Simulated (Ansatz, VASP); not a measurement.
## In: VASP beside Ansatz

File INCAR:

```
ALGO = Normal ; EDIFF = 1E-6
EDIFFG = -0.05 ; ENCUT = 600
GGA = PS ; IBRION = 2
ISIF = 3 ; ISMEAR = 0
LASPH = T ; LCHARG = F
LREAL = F ; LWAVE = F
NELM = 60 ; NSW = 80
PREC = Accurate ; SIGMA = 0.1
```

The input KPOINTS:

```
k-points
0
Gamma
  8 8 8
```

The input POSCAR:

```
In
1.0
    0.0000000000      2.2355732838      2.2355732838
    2.2355732838      0.0000000000      2.2355732838
    2.2355732838      2.2355732838      0.0000000000
In
1
Direct
    0.0000000000      0.0000000000      0.0000000000
```

Input for Ansatz:

```yaml
crystal:
  lattice:
    - [0.0, 2.2355732838, 2.2355732838]
    - [2.2355732838, 0.0, 2.2355732838]
    - [2.2355732838, 2.2355732838, 0.0]
  atoms:
    - { symbol: In, position: [0.0, 0.0, 0.0] }
basis:
  ecutwfc: 420
kpoints:
  mp_grid: { grid: [8, 8, 8] }
hamiltonian:
  xc: pbesol
scf:
  occupations: { method: gaussian, width: 0.1 }
output:
  forces: true
  stress: true
  eigenvalues: true
relax:
  adjacent_minimum: "off"
  f_tol: 0.05
  max_steps: 60
  cell: { stress_tol: 0.5 }
```

Alike in both runs: task relaxation of cell and atoms; functional PBEsol; k mesh 8 × 8 × 8; occupations gaussian, width 0.1 eV; no spin polarisation.

|  | VASP | Ansatz |
| --- | --- | --- |
| version | VASP 6.6.1 | Ansatz 0.2.0 |
| potentials or method | VASP PAW PBE potentials, release 64 (In_d) | scalar-relativistic, plane waves, PAW |
| plane-wave cutoff (eV) | 600 | 420 |
| valence electrons in the cell | 13 | 13 |

|  | VASP | Ansatz | Ansatz less VASP |
| --- | --- | --- | --- |
| gap on the k mesh at the Fermi level, each at its own relaxed structure (eV) | none | none | - |
| relaxed volume (Å³/atom) | 25.61 | 25.78 | +0.163 |
| relaxed cell length with the largest relative difference (Å) | 3.309 | 3.316 | +0.0070 |
| energy change over the relaxation (meV/atom) | -79 | -79 | +0.2 |

A gap of «none» marks a metal or a gap that the smearing closes.

Caveats: the PAW data sets were made with another functional, which shifts forces and pressure a little (VASP).
